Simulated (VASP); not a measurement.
# B3As (P1) in VASP: a series of runs

Runs on B3As. Level: PBE. Tasks: single point, relaxation of cell and atoms.

All numbers are computed with VASP 6.6.1; they aren't measurements. Logs are shortened: lines on timing, memory, paths and dates and some standing lists are left out, and cuts for length are marked.

### 1 The cell of the first run

The typed cell holds 4 atoms: a = 2.862 Å, b = 3.314 Å, c = 5.146 Å, α = 79.04°, β = 73.84°, γ = 90.02°.

The cell was built by a generator and needn't be a form met in nature.

### 2 Single point, PBE (random cell without symmetry)

Contents of INCAR:

```
ALGO = Fast
EDIFF = 1E-6
ENCUT = 520
GGA = PE
ISIF = 2
ISMEAR = 0
LASPH = True
LCHARG = False
LREAL = False
LWAVE = False
NBANDS = 15
NELM = 100
PREC = Accurate
SIGMA = 0.1
```

Contents of KPOINTS:

```
k-points
0
Gamma
  16 14 10
```

Contents of POSCAR:

```
B3As
1.0
    2.8621453013     -0.0074206291      0.0059921449
    0.0076083798      3.3142269087      0.0255257872
    1.4241953415      0.9375313401      4.8548371612
B As
3 1
Direct
    0.7824311593      0.4267874726      0.2068438765
    0.3446569542      0.2234204793      0.0823744178
    0.8194107394      0.9469736146      0.1326263213
    0.5643247287      0.4345550749      0.6447470511
```

Potentials or basis: VASP PAW PBE potentials, release 64 (B, As).

Launch:

```sh
> cat potpaw_PBE.64/B/POTCAR potpaw_PBE.64/As/POTCAR > POTCAR
> mpirun -np 1 vasp_std > vasp.out
```

OUTCAR:

```text
EDIFF = 1E-6
   ENCUT = 520
   GGA = PE
   ISIF = 2
   ISMEAR = 0
   LASPH = True
   LREAL = False
   NELM = 100
   PREC = Accurate

 ion  position               nearest neighbor table
   1  0.782  0.427  0.207-   3 1.69   3 1.70   2 1.74   2 1.75   4 2.17
   2  0.345  0.223  0.082-   3 1.69   3 1.69   1 1.74   1 1.75   4 2.14
   3  0.819  0.947  0.133-   1 1.69   2 1.69   2 1.69   1 1.70
   4  0.564  0.435  0.645-   2 2.14   1 2.17

  LATTYP: Found a triclinic cell.
 ALAT       =     5.1450881725
 B/A-ratio  =     0.5562900183
 C/A-ratio  =     0.6441743712
 COS(alpha) =     0.0002808730
 COS(beta)  =     0.1902716718
 COS(gamma) =     0.2779817292

  Lattice vectors:

 A1 = (   1.4379499598,  -0.9449519692,  -4.8488450163)
 A2 = (   2.8621453013,  -0.0074206291,   0.0059921449)
 A3 = (  -0.0076083798,  -3.3142269087,  -0.0255257872)

Analysis of symmetry for initial positions (statically):
=====================================================================
 Subroutine PRICEL returns:
 Original cell was already a primitive cell.

 Routine SETGRP: Setting up the symmetry group for a
 triclinic supercell.

 Subroutine GETGRP returns: Found  1 space group operations
 (whereof  1 operations were pure point group operations)
 out of a pool of  2 trial point group operations.

The static configuration has the point symmetry C_1 .

Analysis of symmetry for dynamics (positions and initial velocities):
=====================================================================
 Subroutine PRICEL returns:
 Original cell was already a primitive cell.

 Routine SETGRP: Setting up the symmetry group for a
 triclinic supercell.

 Subroutine GETGRP returns: Found  1 space group operations
 (whereof  1 operations were pure point group operations)
 out of a pool of  2 trial point group operations.

The dynamic configuration has the point symmetry C_1 .

 Subroutine INISYM returns: Found  1 space group operations
 (whereof  1 operations are pure point group operations),
 and found     1 'primitive' translations

----------------------------------------------------------------------------------------

                                     Primitive cell

  volume of cell :      45.9553

  direct lattice vectors                    reciprocal lattice vectors
[... 97 lines left out ...]
   ISIF   =      2    stress and relaxation
   ISYM   =      2    0-nonsym 1-usesym 2-fastsym
   POTIM  = 0.5000    time-step for ionic-motion
   TEBEG  =    0.0;   TEEND  =   0.0 temperature during run
   PSTRESS=    0.0 pullay stress
   NELECT =      14.0000    total number of electrons
   NUPDOWN=      -1.0000    fix difference up-down
   EMIN   =  10.00;   EMAX   =-10.00  energy-range for DOS
   EFERMI =   0.00;   METHOD = LEGACY
   ISMEAR =     0;   SIGMA  =   0.10  broadening in eV -4-tet -1-fermi 0-gaus
   EFERMI_NEDOS =   21; number of points for ismear=-14 and -15
   IALGO  =     68    algorithm
   IMIX   =      4    mixing-type and parameters
     AMIX     =   0.40;   BMIX     =  1.00
     AMIX_MAG =   1.60;   BMIX_MAG =  1.00
  volume/ion in A,a.u.               =      11.49        77.53
  Fermi-wavevector in a.u.,A,eV,Ry     =   1.101554  2.081635 16.509592  1.213421
  Thomas-Fermi vector in A             =   2.237983
   LORBIT       =      0    0 simple, 1 ext, 2 COOP (PROOUT), +10 PAW based schemes
   GGA     = PE    functional components
   LHFCALC =     F    Hartree Fock is set to
   AEXX    =    0.0000 exact exchange contribution
   IVDW    =     0    specifies the selected vdW correction
   LEPSILON=     F    determine dielectric tensor
   LRPA    =     F    only Hartree local field effects (RPA)
 non-spin polarized calculation
 RMM-DIIS sequential band-by-band and
 Gauss-broadening in eV      SIGMA  =   0.10
  energy-cutoff  :      520.00
  volume of cell :       45.96
 maximum number of plane-waves:      1259
 NGX is ok and might be reduce to    24
   NGX = 11   NGY = 13   NGZ = 19

 number of electron      14.0000000 magnetization

 Free energy of the ion-electron system (eV)
  ---------------------------------------------------
  ext. energy  EPLUGINS =         0.00000000
  ---------------------------------------------------
  free energy    TOTEN  =       -22.88575310 eV

  energy without entropy =      -22.88082695  energy(sigma->0) =      -22.88329002

 E-fermi :   4.9293     XC(G=0): -10.5924

 val. band max:        4.9281145424   @ k =  -0.1875   0.3571   0.1000
 cond. band min:       4.9310504386   @ k =  -0.1875   0.2857   0.5000
 fundamental gap:      0.0029358962
 Fermi energy:         4.9293233422

 k-point     1 :       0.0000    0.0000    0.0000
  band No.  band energies     occupation
      1      -9.6478      2.00000
      2      -5.3822      2.00000
      3      -2.7886      2.00000
      4       0.5433      2.00000
      5       1.8758      2.00000
      6       3.4379      2.00000
      7       5.7017      0.00000
      8       8.9081      0.00000
      9       9.1684      0.00000
     10       9.7457      0.00000
     11      11.3963      0.00000
     12      12.1481      0.00000
     13      13.2813      0.00000
     14      13.8792      0.00000
[... 401 lines left out ...]
      2      -5.2366      2.00000
      3      -2.4724      2.00000
      4       0.2485      2.00000
      5       1.0426      2.00000
      6       3.8329      2.00000
      7       5.4613      0.00000
      8       6.4930      0.00000
      9       9.5267      0.00000
     10      10.4326      0.00000
     11      12.0090      0.00000
     12      12.5887      0.00000
     13      12.9839      0.00000
     14      14.4007      0.00000
     15      16.9465      0.00000

 [... further k-points ...]
[... 5 lines left out ...]
  --------------------------------------------------------------------------------------
  -------------------------------------------------------------------------------------
  Total        0.0214329      0.0055685      0.0772503     -0.0001984      0.0070785     -0.0002114
  in kB        0.7472347      0.1941393      2.6932404     -0.0069185      0.2467824     -0.0073701
  external PRESSURE =       1.2115381 kB  Pullay stress =       0.0000000 kB

 VOLUME and BASIS-vectors are now :
 -----------------------------------------------------------------------------
  energy-cutoff  :      520.00
  volume of cell :       45.96
      direct lattice vectors                 reciprocal lattice vectors
     2.862145301 -0.007420629  0.005992145     0.349602948 -0.000012702 -0.102555650
     0.007608380  3.314226909  0.025525787     0.000906180  0.302178899 -0.058620456
     1.424195341  0.937531340  4.854837161    -0.000436266 -0.001588782  0.206414928

 POSITION                                       TOTAL-FORCE (eV/Angst)
 -----------------------------------------------------------------------------------
      2.53726      1.60259      1.01978         0.000219      0.007352     -0.019661
      1.10548      0.81514      0.40768        -0.000082      0.000455      0.019000
      2.54136      3.25675      0.67296         0.000386     -0.014175      0.001300
      2.53673      2.04050      3.14462        -0.000523      0.006369     -0.000638
 -----------------------------------------------------------------------------------
    total drift:                               -0.000012      0.000117      0.000017

  FREE ENERGIE OF THE ION-ELECTRON SYSTEM (eV)
  ---------------------------------------------------
  free  energy   TOTEN  =       -22.8857531026 eV

  energy  without entropy=      -22.8808269472  energy(sigma->0) =      -22.88329002
```

OSZICAR:

```text
N       E                     dE             d eps       ncg     rms          rms(c)
DAV:   1     0.230281486600E+02    0.23028E+02   -0.59589E+03 33720   0.808E+02
DAV:   2    -0.245208841935E+02   -0.47549E+02   -0.43892E+02 44597   0.148E+02
DAV:   3    -0.262559114663E+02   -0.17350E+01   -0.17245E+01 45642   0.258E+01
DAV:   4    -0.262634174356E+02   -0.75060E-02   -0.75051E-02 40370   0.192E+00
DAV:   5    -0.262634687512E+02   -0.51316E-04   -0.51315E-04 46418   0.152E-01    0.762E+00
RMM:   6    -0.230005609100E+02    0.32629E+01   -0.30224E+00 36561   0.683E+00    0.316E+00
RMM:   7    -0.229182539914E+02    0.82307E-01   -0.22618E-01 40650   0.265E+00    0.186E+00
RMM:   8    -0.228849317418E+02    0.33322E-01   -0.82983E-02 39613   0.155E+00    0.255E-01
RMM:   9    -0.228856570908E+02   -0.72535E-03   -0.70915E-03 41948   0.511E-01    0.104E-01
RMM:  10    -0.228857395768E+02   -0.82486E-04   -0.63255E-04 40512   0.166E-01    0.243E-02
RMM:  11    -0.228857493073E+02   -0.97305E-05   -0.10754E-04 41605   0.578E-02    0.694E-03
RMM:  12    -0.228857525307E+02   -0.32234E-05   -0.18516E-05 41989   0.237E-02    0.385E-03
RMM:  13    -0.228857531026E+02   -0.57197E-06   -0.30308E-06 35389   0.946E-03
   1 F= -.22885753E+02 E0= -.22883290E+02  d E =-.492616E-02
```

Wall time 4.3 min (1 thread of Intel Xeon 6975P-C (Granite Rapids), shared host); peak memory 0.75 GiB.

Results:

```yaml
Free_energy: -22.8858 eV
Pressure: 0.1 GPa
Largest_force: 0.021 eV/Å
Band_gap_on_the_k_mesh: none (metal or under the smearing width)
```

Forces on the atoms (eV/Å):
```
B    0.000  0.007 -0.020
B    0.000  0.000  0.019
B    0.000 -0.014  0.001
As  -0.001  0.006 -0.001
```

Stress tensor (GPa, compression positive):
```
0.07 0.00 0.00
0.00 0.02 0.02
0.00 0.02 0.27
```

### 3 Single point, PBE (random cell without symmetry)

Contents of INCAR:

```
SYSTEM = B3As
PREC = Accurate
ENCUT = 520
EDIFF = 1E-6
ISMEAR = 0
SIGMA = 0.1
LREAL = .False.
LASPH = .True.
NELM = 100
ALGO = Normal
ISIF = 2
LWAVE = .False.
LCHARG = .False.
GGA = PE
NBANDS = 15
```

Contents of KPOINTS:

```
Automatic mesh
0
Gamma
  4 6 6
  0 0 0
```

Contents of POSCAR:

```
B3As
1.0
    5.2147415562      0.2824801966      0.3787368270
   -0.9030808133      2.6851813596     -0.0568827183
    0.3271951741      0.1626091789      3.2833207486
B As
3 1
Direct
    0.7961780397      0.7873998347      0.5627172519
    0.9194762359      0.3493481082      0.7661124340
    0.8658866704      0.8258279521      1.0441993341
    0.3518673873      0.5482476866      0.5952343385
```

Potentials or basis: VASP PAW PBE potentials, release 64 (B, As).

Launch:

```sh
> cat potpaw_PBE.64/B/POTCAR potpaw_PBE.64/As/POTCAR > POTCAR
> mpirun -np 1 vasp_std > vasp.out
```

It took 18 s on 1 thread of Intel Xeon 6975P-C (Granite Rapids), shared host; peak memory 0.19 GiB.

The run converged. Its results:

- Free energy: -22.9424 eV
- Pressure: 0.1 GPa
- Largest force: 0.032 eV/Å
- Band gap on the k mesh: none (metal or under the smearing width)

Forces in eV/Å, atoms in the order of the input:
```
B    0.016  0.023 -0.015
B   -0.016 -0.023  0.001
B   -0.006  0.000  0.021
As   0.006  0.000 -0.006
```

Stress tensor (GPa, compression positive):
```
0.23 0.07 0.07
0.07 0.08 0.03
0.07 0.03 0.09
```

Levels at points of the mesh, in eV from the Fermi level:
```
           k point  band 5  band 6  band 7  band 8  band 9  band 10
(0.00, 0.00, 0.00)   -2.99   -1.56    1.11    3.87    4.22     4.54
(0.50, 0.00, 0.00)   -2.76   -2.35   -1.51    1.81    4.65     4.94
(0.00, 0.50, 0.00)   -4.05   -2.47   -0.93    0.32    3.05     5.20
(0.50, 0.50, 0.00)   -3.98   -2.47   -0.91    0.49    3.09     5.13
(0.00, 0.00, 0.50)   -3.19   -1.88   -1.41    3.60    4.93     5.50
(0.50, 0.00, 0.50)   -2.37   -1.94   -0.40    2.64    3.66     5.67
(0.00, 0.50, 0.50)   -5.10   -3.81   -2.15   -1.54    0.97     2.49
(0.50, 0.50, 0.50)   -5.08   -3.83   -2.10   -1.52    0.80     2.59
```

Caveat: the k mesh is coarse (spacing up to 0.38 Å⁻¹), so the values aren't converged.

### 4 Relaxation of cell and atoms, PBE (random cell without symmetry)

Contents of INCAR:

```
SYSTEM = B3As
ALGO     = Normal         ! electronic algorithm
EDIFF    = 1E-6           ! SCF threshold, eV
EDIFFG   = -0.04          ! ionic threshold
ENCUT    = 600            ! plane-wave cutoff, eV
GGA      = PE             ! functional
IBRION   = 2              ! ionic algorithm
ISIF     = 3              ! what is computed and relaxed
ISMEAR   = 0              ! smearing method
LASPH    = .TRUE.         ! aspherical terms in the spheres
LCHARG   = .FALSE.        ! write CHGCAR
LREAL    = .FALSE.        ! projectors in reciprocal space
LWAVE    = .FALSE.        ! write WAVECAR
NELM     = 100            ! most SCF steps
NSW      = 90             ! ionic steps
PREC     = Accurate       ! precision mode
SIGMA    = 0.1            ! smearing width, eV
```

Contents of KPOINTS:

```
k-points
0
G
  4 6 6
  0 0 0
```

Contents of POSCAR:

```
B3As
1.0
    4.2279697097      0.0000000000      0.0000000000
   -0.8996899281      3.0920827088      0.0000000000
   -0.0115473087      0.1520790718      3.6981568462
B As
3 1
Direct
    0.7604640871      0.6565458575      0.5560196899
    0.8494766184      0.4117929435      0.8662925201
    0.9596951581      0.7301910343      0.9549387559
    0.3637724697      0.7122937463      0.5910123926
```

Launch:

```sh
> cat potpaw_PBE.64/B/POTCAR potpaw_PBE.64/As/POTCAR > POTCAR
> mpirun -np 1 vasp_std > vasp.out
```

Run time: 9.6 min. Hardware: 1 thread of Intel Xeon 6975P-C (Granite Rapids), shared host; peak memory 0.22 GiB.

Results (log left out):

* Free energy: -21.6751 eV
* Relaxed volume: 15.05 Å³/atom
* Relaxed cell: a = 4.714 Å, b = 3.931 Å, c = 4.210 Å, α = 57.24°, β = 113.18°, γ = 105.03°
* Space group after relaxing (to 0.05 Å): P1 (No. 1)
* Energy gained by relaxing: 2989.8 meV/atom
* Ionic steps: 51
* Pressure after relaxing: -0.2 GPa
* Largest force after relaxing: 0.040 eV/Å
* Band gap on the k mesh: none (metal or under the smearing width)

Forces on the atoms (eV/Å):
```
B    0.034  0.007  0.000
B   -0.028 -0.023 -0.011
B    0.014 -0.008 -0.015
As  -0.020  0.023  0.026
```

Stress tensor (GPa, compression positive):
```
-0.32  0.30  0.27
 0.30 -0.06 -0.09
 0.27 -0.09 -0.20
```

The path:
```tsv
step	energy change (eV)	largest force (eV/Å)	pressure (GPa)	volume (Å³)
1	0.0000	46.6976	67.29	48.35
3	-1.3164	26.0952	11.70	86.24
5	-5.7558	6.9884	-1.79	133.06
7	-6.8359	1.0637	-4.73	131.67
9	-7.1537	1.8486	-1.17	120.47
11	-7.4361	2.2659	1.02	111.60
13	-8.3560	5.9960	-4.39	96.19
15	-8.3582	7.3242	-2.79	92.24
17	-8.7226	9.5438	-3.72	82.05
19	-9.1532	6.6550	-4.35	77.53
21	-9.2729	6.0356	-4.51	76.86
23	-10.0384	3.9022	-7.26	77.81
25	-10.5212	2.7074	-6.48	77.98
27	-10.8032	4.3966	3.71	69.74
29	-10.9371	2.4187	-0.85	72.35
31	-11.1028	1.2367	0.94	70.11
33	-11.3741	2.5201	-0.87	68.82
35	-11.6193	0.9311	-3.63	67.47
37	-11.6914	0.8883	-3.35	65.80
39	-11.8503	0.7171	0.62	60.62
41	-11.8946	0.8320	0.56	59.81
43	-11.9293	0.5368	0.04	59.09
45	-11.9425	0.2993	0.39	59.15
47	-11.9538	0.1292	0.60	59.43
49	-11.9569	0.0998	0.01	59.89
51	-11.9592	0.0398	-0.19	60.19
```

Final structure:
```yaml
crystal:
  lattice:
    - [4.58747, 0.26716, -1.04960]
    - [-0.98585, 3.61504, 1.18762]
    - [-0.83697, 0.92769, 4.01999]
  atoms:
    - { symbol: B, position: [0.91072, 0.58148, 0.18450] }
    - { symbol: B, position: [0.54689, 0.58982, 0.08988] }
    - { symbol: B, position: [0.22739, 0.49665, 0.18690] }
    - { symbol: As, position: [0.24840, 0.84288, 0.50698] }
```

Levels at points of the mesh, in eV from the Fermi level:
```csv
k point,band 4,band 5,band 6,band 7,band 8,band 9,band 10,band 11
"(0.00, 0.00, 0.00)",-4.23,-3.27,-2.78,-1.46,0.03,0.84,4.22,5.87
"(0.50, 0.00, 0.00)",-4.42,-3.26,-2.28,-0.80,0.80,1.15,3.87,4.02
"(0.00, 0.50, 0.00)",-5.55,-3.51,-2.67,-2.05,1.16,1.69,3.93,6.43
"(0.50, 0.50, 0.00)",-4.92,-3.73,-3.17,-1.77,1.62,2.71,5.74,6.40
"(0.00, 0.00, 0.50)",-5.48,-3.94,-2.06,-1.07,1.77,2.86,3.82,4.47
"(0.50, 0.00, 0.50)",-4.81,-3.84,-2.87,-1.52,1.48,2.68,5.09,6.04
"(0.00, 0.50, 0.50)",-5.31,-4.26,-2.01,-0.88,2.21,3.16,4.02,4.36
"(0.50, 0.50, 0.50)",-4.71,-3.71,-3.15,-1.37,1.04,2.33,5.26,6.03
```

Caveat: the k mesh is coarse (spacing up to 0.39 Å⁻¹), so the values aren't converged; the volume moved by over 15 % at a fixed basis, so the end points are rough.

### 5 The runs side by side

```csv
task,cell,k mesh,cutoff (eV),mesh quality,gap on the mesh (eV),pressure (GPa),largest force (eV/Å)
single point,random cell without symmetry,16 × 14 × 10,520,not flagged,none,0.1,0.02
single point,random cell without symmetry,4 × 6 × 6,520,coarse,none,0.1,0.03
relaxation of cell and atoms,relaxed from: random cell without symmetry,4 × 6 × 6,600,coarse,none,-0.2,0.04
```

Alike in all rows: level PBE; potentials or basis VASP PAW PBE potentials, release 64 (B, As); no spin polarisation; smearing gaussian 0.1 eV.

Caveats: some runs use coarse meshes; the volume moved by over 15 % at a fixed basis, so the end points are rough (some runs).

Absolute energies hang on the potentials; compare differences alone.
